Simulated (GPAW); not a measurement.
Here is a GPAW 26.7.0 calculation.

Contents of run.py:

```python
from ase.filters import FrechetCellFilter
from ase.io import read, write
from ase.optimize import LBFGS
from gpaw import GPAW, PW, setup_paths

setup_paths.insert(0, '.')

atoms = read('Si.xyz')

calc = GPAW(mode=PW(600),
            xc='BLYP',
            kpts={'size': (8, 8, 10), 'gamma': True},
            occupations={'name': 'fermi-dirac', 'width': 0.05},
            nbands=11,
            convergence={'density': 1e-05, 'forces': 0.0001},
            eigensolver='davidson',
            maxiter=150,
            txt='gpaw.txt')
atoms.calc = calc
opt = LBFGS(FrechetCellFilter(atoms), trajectory='relax.traj', logfile='-')
done = opt.run(fmax=0.02, steps=40)
calc.write('gs.gpw')
write('result.traj', atoms)
print('Converged:', done)
print('Cell:', atoms.cell.cellpar().round(4))
print('Volume:', round(atoms.get_volume(), 4))
print(atoms.get_scaled_positions().round(5))
```

File Si.xyz:

```xyz
2
Lattice="4.1209498811 0.0000000000 0.0000000000 -2.0604749406 3.5688472848 0.0000000000 0.0000000000 0.0000000000 2.6547900000" Properties=species:S:1:pos:R:3 pbc="T T T"
Si    -0.0000206048      2.3792434194      1.3273950000
Si     2.0604543356      1.1896276579      1.3273950000
```

Potentials or basis: PAW data sets generated in the run's folder for this functional, pw.

Launch:

```sh
$ gpaw-setup -f BLYP Si
$ OMP_NUM_THREADS=1 python run.py
```

Estimate the space group after relaxing (to 0.05 Å).

P6/mmm (No. 191).

What does it give for the relaxed volume?

20.68 Å³/atom.

Estimate the relaxed cell.

a = 4.194 Å, b = 4.194 Å, c = 2.715 Å, α = 90.00°, β = 90.00°, γ = 120.00°.

Stress tensor (GPa, compression positive):
```
-0.08  0.00  0.00
 0.00 -0.08  0.00
 0.00  0.00  0.10
```

Caveat: later steps reuse the first step's grids.
